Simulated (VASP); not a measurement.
A VASP 6.6.1 single-point calculation on PbO

INCAR

```
ISIF = 2
SIGMA = 0.5
NBANDS = 17
EDIFF = 1E-7
LASPH = .TRUE.
LWAVE = .FALSE.
GGA = AM
LCHARG = .FALSE.
PREC = Accurate
ISMEAR = -4
LREAL = .FALSE.
ENCUT = 520
IBRION = -1
NELM = 86
NSW = 0
```

KPOINTS

```
KPOINTS created by Atomic Simulation Environment
0
Gamma
5 5 5
0 0 0
```

POSCAR

```
Pb O
 1.0000000000000000
    -0.0650326115000000    2.6065174968000000    2.6065174968000000
     2.6065174968000000   -0.0650326115000000    2.6065174968000000
     2.5414848853000001    2.5414848853000001    0.0000000000000000
 Pb  O
   1   1
Cartesian
  0.0000000000000000  0.0000000000000000  0.0000000000000000
  2.5414848852999996  2.5414848852999996  2.6065174967999996
```

The recommended PBE PAW datasets give the neutral cell 20 valence electrons.

Command

```
mpirun -np 1 vasp_std
```

Problem. How does this run end, and what does it give?

Solution. It converged. Results: gap between bands v and c on the k mesh 1.64 eV; least direct gap on the k mesh 1.87 eV; pressure -1.4 GPa. Band v is the last that the valence electrons fill when counted band by band, and c is the next.

OSZICAR

```
N       E                     dE             d eps       ncg     rms          rms(c)
DAV:   1     0.171575312700E+03    0.17158E+03   -0.10366E+04   926   0.140E+03
DAV:   2    -0.315328780002E+00   -0.17189E+03   -0.16427E+03  1007   0.360E+02
DAV:   3    -0.122210704752E+02   -0.11906E+02   -0.11844E+02  1097   0.100E+02
DAV:   4    -0.124647481361E+02   -0.24368E+00   -0.24353E+00  1220   0.153E+01
DAV:   5    -0.124722862934E+02   -0.75382E-02   -0.75370E-02  1274   0.254E+00    0.786E+00
DAV:   6    -0.109313694741E+02    0.15409E+01   -0.13639E+01  1269   0.258E+01    0.512E+00
DAV:   7    -0.106243926836E+02    0.30698E+00   -0.21055E+00  1166   0.112E+01    0.144E+00
DAV:   8    -0.106486088957E+02   -0.24216E-01   -0.44371E-01  1082   0.644E+00    0.144E+00
DAV:   9    -0.106037870667E+02    0.44822E-01   -0.78002E-02  1242   0.327E+00    0.183E-01
DAV:  10    -0.106045562892E+02   -0.76922E-03   -0.68637E-03  1117   0.633E-01    0.175E-01
DAV:  11    -0.106041942404E+02    0.36205E-03   -0.10922E-03  1031   0.245E-01    0.213E-02
DAV:  12    -0.106041888622E+02    0.53782E-05   -0.34253E-05  1365   0.570E-02    0.676E-03
DAV:  13    -0.106041895854E+02   -0.72323E-06   -0.18924E-06  1035   0.117E-02    0.337E-03
DAV:  14    -0.106041898371E+02   -0.25166E-06   -0.66752E-07  1024   0.566E-03    0.429E-04
DAV:  15    -0.106041898411E+02   -0.40322E-08   -0.33550E-08   828   0.189E-03
   1 F= -.10604190E+02 E0= -.10604190E+02  d E =0.000000E+00
```

For comparison, a separate PBE run of the intended cell, on usual settings and not on those above, gives a gap of 0.44 eV on its mesh and a pressure of 2.6 GPa.
